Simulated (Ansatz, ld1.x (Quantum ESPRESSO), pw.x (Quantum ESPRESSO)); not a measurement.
**Equation-of-state test of one PAW potential (Si (Z = 14))**

ld1.x (Quantum ESPRESSO) 7.5 input, shortened:

```
&input
   title='Si', zed=14., rel=1, dft='PBE', iswitch=3,
   config='[Ne] 3s2 3p2'
 /
 &inputp
   pseudotype=3, lpaw=.true., tm=.true., lloc=-2, rcloc=2.00,
   nlcc=.true., new_core_ps=.true.,
   which_augfun='PSQ', rmatch_augfun_nc=.true.
 /
4
3S  1  0   2.00   0.00  1.35  1.45  0.0
3S  1  0   0.00   3.90  1.35  1.45  0.0
3P  2  1   2.00   0.00  1.80  2.50  0.0
3P  2  1   0.00   0.30  1.80  2.50  0.0
 &test
   configts(1)='3s2 3p2'
 /
```

Atomic tests: cutoffs needed: 18 Ry and 21 Ry (the cutoffs (Ry, on a coarse ladder) from which the occupation-weighted sum of valence levels, in a spherical-Bessel basis at the reference potential, stays within 10 and 1 mRy of its value at 400 Ry); ghost test: no extra level below or beside the all-electron valence levels (s, p, d, f tested) (spherical-Bessel basis up to 400 Ry, 20 bohr box); configuration tests: test run stopped at test 7 of 7 (negative rho).

Crystal test: bcc Si in pw.x 7.5, no spin, 15³ k-points, Fermi–Dirac smearing 0.01 Ry, cutoffs 40/320 Ry. The reference is all-electron LAPW (Ansatz 0.2.0) with the same functional, mesh and smearing; V0 and B0 come from Birch–Murnaghan fits to the pressures at five volumes. Errors are pseudo minus all-electron; Δ is the rms difference of the E(V) curves that follow from these fits, minima aligned, over ±6 % about the mean V0. Mesh and smearing are coarse, so the numbers serve the comparison and aren't converged zero-temperature values; the lattice is a test structure that the element need not adopt.

All-electron: a0 = 3.083 Å (V0 = 14.65 Å³/atom), B0 = 93.0 GPa.

How far does the potential miss the all-electron equation of state?

mean pressure error (GPa): +10.40. The pressure does not cross zero within the volumes sampled, so no fit is given. This is a poor potential for the solid. Atomic configuration tests: test run stopped at test 7 of 7 (negative rho).

```tsv
V (Å³/atom)	P all-electron (GPa)	P pseudo (GPa)
13.863	5.77	18.09
14.228	2.88	14.13
14.593	0.35	10.65
14.958	-1.86	7.58
15.323	-3.80	4.89
```

At the middle volume, how do free energy and pressure move when the wave cutoff is lowered (ecutrho held at 320 Ry)?

```tsv
cutoff (Ry)	shift of F (meV/atom)	shift of P (GPa)
18	+30.4	-1.78
24	+5.1	+0.01
32	+3.1	-0.07
```

The run at the middle volume (120 k-points, 7 iterations) took about 5.9 s on one core of a shared host (Neoverse-V2, 32 threads, 247 GiB, load 26).
